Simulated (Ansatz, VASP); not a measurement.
NiO in VASP and in Ansatz

```
Ni O
1.0
     0.00000    2.09131    2.09131
     2.09131    0.00000    2.09131
     2.09131    2.09131    0.00000
Ni O
1 1
Cartesian
  0.0000 0.0000 0.0000
  2.0913 2.0913 2.0913
```

Alike in both runs: functional PBE; k mesh 6 × 6 × 6; occupations fermi-dirac, width 0.05 eV; collinear spin.

```csv
,VASP,Ansatz
version,VASP 6.6.1,Ansatz 0.2.0
potentials or method,"VASP PAW PBE potentials, release 64 (Ni, O)",Ansatz PAW
plane-wave cutoff (eV),520,420
valence electrons in the cell,16,24
task,single point,projected density of states
```

VASP gave:

```
gap on the k mesh at the Fermi level (eV)                     : none
pressure (GPa)                                                : 3.9
net moment per atom (μB)                                      : 0.86
size of the moment on the site where the two differ most (μB) : 1.42
```

**Question.** Estimate Ansatz's values.

**Answer.** gap on the k mesh at the Fermi level (eV): none; pressure (GPa): 4.0; net moment per atom (μB): 0.87; size of the moment on the site where the two differ most (μB): 1.40.

Site moments also hang on the region over which each program counts them. A gap of «none» marks a metal or a gap that the smearing closes. With one functional, cell and mesh, what is left measures potentials, basis and numerics. The two sets of potentials don't hold the same shells in valence.

Caveats: the k mesh is coarse (spacing up to 0.43 Å⁻¹), so the values aren't converged; a cell with one magnetic atom can't hold antiferromagnetic order, which such compounds often take; semilocal functionals often make such compounds metallic where correlation or magnetic order opens a gap, which also shifts bond lengths; the pressure holds a Pulay correction of +0.7 GPa for the finite cutoff (Ansatz); the density of states is complete only up to the lowest level of the last band computed (Ansatz).
